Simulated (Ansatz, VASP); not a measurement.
One calculation of C, two programs

File INCAR:

```
SYSTEM = C
PREC = Accurate
ENCUT = 520
EDIFF = 1E-6
ISMEAR = -1
SIGMA = 0.1
LREAL = .False.
LASPH = .True.
NELM = 80
ALGO = Normal
ISIF = 2
LWAVE = .False.
LCHARG = .False.
GGA = CA
NBANDS = 11
```

Contents of KPOINTS:

```
regular mesh
0
Gamma
  14 14 8
  0 0 0
```

POSCAR

```
C
1.0
    2.1094428235     -1.2179602508      0.0000000000
    2.1094428235      1.2179602508      0.0000000000
   -1.3674802617      0.0000000000      3.4733931414
C
2
Direct
    0.8333555300      0.8333555300      0.0000930400
    0.1666444700      0.1666444700      0.9999069600
```

Input for Ansatz:

```yaml
crystal:
  lattice:
    - [2.1094428235230676, -1.2179602508084, 0.0]
    - [2.1094428235230676, 1.2179602508084, 0.0]
    - [-1.3674802616546788, 0.0, 3.4733931413820485]
  atoms:
    - { symbol: C, position: [0.83335553, 0.83335553, 9.304e-05] }
    - { symbol: C, position: [0.16664447, 0.16664447, 0.99990696] }
basis:
  ecutwfc: 462.593566181796
kpoints:
  mp_grid:
    grid: [14, 14, 8]
hamiltonian:
  xc: lda
  pseudopotentials:
    kind: paw
scf:
  occupations:
    method: fermi_dirac
    width: 0.1
output:
  stress: true
```

This is a stacking variant of graphite.

Alike in both runs: task single point; functional LDA; k mesh 14 × 14 × 8; occupations fermi-dirac, width 0.1 eV; no spin polarisation.

```csv
,VASP,Ansatz
version,VASP 6.6.1,Ansatz 0.2.0
potentials or method,"VASP PAW LDA potentials, release 64 (C)","plane waves, PAW"
plane-wave cutoff (eV),520,463
valence electrons in the cell,8,8
```

VASP gave:

* pressure (GPa): 3.7
* largest component of the traceless stress (GPa): 4.74

Q: What did Ansatz give for the same quantities?

A: Pressure (GPa): 2.9; largest component of the traceless stress (GPa): 3.85.
